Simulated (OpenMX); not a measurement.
## ZnS (Wurtzite-2H): equation of state with PBE

The system is ZnS (Wurtzite-2H).

```
Zn S
1.0
     3.81100    0.00000    0.00000
    -1.90550    3.30042    0.00000
     0.00000    0.00000    6.23400
Zn S
2 2
Direct
  0.66667 0.33333 0.50000
  0.33333 0.66667 0.00000
  0.66667 0.33333 0.88500
  0.33333 0.66667 0.38500
```

- Program: OpenMX 3.8.5
- Task: equation of state
- Functional: PBE
- Potentials or basis: OpenMX 2013 PBE set, Zn6.0H-s2p2d1, S7.0-s2p2d1, fixed grid of 45 × 45 × 84 points
- k mesh: 9 × 9 × 5
- Occupations: fermi-dirac, width 0.05 eV
- Spin: no spin polarisation
- Mixing scheme: rmm-diisk
- SCF threshold: 1e-08 Ha
- Solver: band
- Grid points, held for all volumes: 45 × 45 × 84

- Equilibrium volume: 21.09 Å³/atom (rough: see the caveat)
- Bulk modulus at fixed shape and positions: 68 GPa (rough)

Energy against volume, from the lowest point:
```tsv
volume (Å³/atom)	energy (meV/atom)
18.427	88.76
18.819	61.98
19.211	40.65
19.603	24.28
19.995	12.23
20.387	4.25
20.779	0.00
```

Caveat: the transition metal has a single d function, too few for pressures, volumes and moments; the minimum lies outside the volumes run; volumes in these bases differ from converged ones by about 1 %, for some elements by several; the cell was scaled at fixed shape and fractional positions, which overstates the stiffness of a crystal with free parameters, most of all of layers and chains; the basis of atomic orbitals isn't converged, which shifts pressures, moduli and gaps.
